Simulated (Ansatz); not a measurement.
Consider LaAlO3 (space group R-3c, No. 167; a = 5.3529 Å, c = 13.0480 Å (hexagonal axes)).

Calculations: Ansatz (a quantum-chemistry and plane-wave program) PBEsol, no spin-orbit coupling, earlier PAW set.

For the base:

| Item | Value |
|---|---|
| Pressure | 0.0 kbar |

Modification: every lattice vector is stretched by 1.09 %; the atoms relax in the strained cell.

Question: Predict the new energy relative to the base.

Answer: The energy increases by 6.8 meV/atom.

Question: What does the calculation give for the mean gap deformation potential ΔEg/Δln V after the change?

Answer: The mean gap deformation potential ΔEg/Δln V comes out as +1.4 eV.

Question: Predict the new pressure.

Answer: The pressure (mean of the normal stresses, compression positive) goes from zero to -59.1 kbar.

Question: What happens to the largest internal atomic displacement?

Answer: The largest internal atomic displacement is 0.026 Å.

Whether these cells are dynamically stable was not tested.
